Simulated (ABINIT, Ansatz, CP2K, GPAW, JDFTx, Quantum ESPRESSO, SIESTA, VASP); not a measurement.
**One calculation of ZrB2, 9 ways**

```xyz
3
Lattice="3.1700 0.0000 0.0000 -1.5850 2.7453 0.0000 0.0000 0.0000 3.5330" Properties=species:S:1:pos:R:3 pbc="T T T"
Zr    0.0000    0.0000    0.0000
B     1.5850    0.9151    1.7665
B     0.0000    1.8302    1.7665
```

Alike in all runs: task single point; functional PBE; k mesh 10 × 10 × 8; occupations fermi-dirac, width 0.05 eV; no spin polarisation; no spin-orbit coupling. Pressure is positive in compression and, in plane waves, holds the error of the finite cutoff, which Ansatz's Pulay term estimates and takes out.

```tsv
program and potentials	plane-wave cutoff (eV)	notes	pressure (GPa)
SIESTA, files PseudoDojo sr-pbe-0.4.1-standard, DZP (energy shift 0.003 Ry; two zetas on semicore shells)	-	atomic basis	1.65
Ansatz, all-electron LAPW, scalar-relativistic	-	-	0.83
ABINIT, JTH PAW PBE v2.0	463	-	0.61
CP2K, POTENTIAL_UZH Zr GTH-PBE-q12, B GTH-PBE-q3; TZVP-MOLOPT-PBE-GTH basis	-	atomic basis	2.12
GPAW, GPAW PAW data sets (gpaw-data 1.2.1)	800	-	-0.07
JDFTx, PseudoDojo-SR-PBE-0.5-standard	1034	-	0.78
Ansatz, Ansatz PAW (earlier soft set)	420	-	?
Quantum ESPRESSO, SSSP 1.3 efficiency PBE	748	-	0.49
VASP, PBE PAW files B, Zr_sv, 520 eV	520	-	0.94
```

Q: Estimate from the other rows what the run with Ansatz, Ansatz PAW (earlier soft set) gave.

A: Pressure 0.81 GPa. Its pressure holds a Pulay term of +0.10 GPa. The other rows, which needn't bracket it: pressure -0.07 to 2.12.
